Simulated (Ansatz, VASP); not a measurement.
# One calculation of MnS, two programs

File INCAR:

```
  ALGO = Normal
  EDIFF = 1E-6
  ENCUT = 520
  GGA = PS
  ISIF = 2
  ISMEAR = 0
  LASPH = T
  LCHARG = F
  LREAL = F
  LWAVE = F
  NBANDS = 16
  NELM = 100
  PREC = Accurate
  SIGMA = 0.15
```

Contents of KPOINTS:

```
k-points
0
Gamma
  16 16 16
```

Contents of POSCAR:

```
MnS
1.0
    0.0000000000      2.5711303299      2.5711303299
    2.5711303299      0.0000000000      2.5711303299
    2.5711303299      2.5711303299      0.0000000000
Mn S
1 1
Direct
    0.0000000000      0.0000000000      0.0000000000
    0.7500000000      0.7500000000      0.7500000000
```

Input for Ansatz:

```yaml
crystal:
  lattice:
    - [0.0, 2.5711303299, 2.5711303299]
    - [2.5711303299, 0.0, 2.5711303299]
    - [2.5711303299, 2.5711303299, 0.0]
  atoms:
    - { symbol: Mn, position: [0.0, 0.0, 0.0] }
    - { symbol: S, position: [0.75, 0.75, 0.75] }
basis:
  ecutwfc: 520.0
kpoints:
  mp_grid: { grid: [16, 16, 16] }
hamiltonian:
  xc: pbesol
scf:
  occupations: { method: gaussian, width: 0.15 }
  lower_state_search: "off"
output:
  forces: true
  stress: true
  eigenvalues: true
```

Alike in both runs: task single point; functional PBEsol; k mesh 16 × 16 × 16; occupations gaussian, width 0.15 eV; no spin polarisation.

```csv
,VASP,Ansatz
version,VASP 6.6.1,Ansatz 0.2.0
potentials or method,"VASP PAW PBE potentials, release 64 (Mn_pv, S)","scalar-relativistic, plane waves, PAW"
plane-wave cutoff (eV),520,520
valence electrons in the cell,19,21
```

VASP gave:

* gap on the k mesh at the Fermi level (eV): none
* pressure (GPa): -15.1

Question: Estimate Ansatz's values.

Answer: gap on the k mesh at the Fermi level (eV): none; pressure (GPa): -15.4.

A gap of «none» marks a metal or a gap that the smearing closes. With one functional, cell and mesh, what is left measures potentials, basis and numerics. The two sets of potentials don't hold the same shells in valence.

Caveats: so large a pressure means that the cell lies far from this level's equilibrium, or that cutoff or potentials fall short (VASP); the potentials were made for another functional, which shifts forces and pressure (VASP); the run has no spin polarisation, though such a crystal can be magnetic; semilocal functionals often make such compounds metallic where correlation or magnetic order opens a gap, which also shifts bond lengths. Spin polarisation is off, so any magnetic state and its effect on volume and gap are missing.
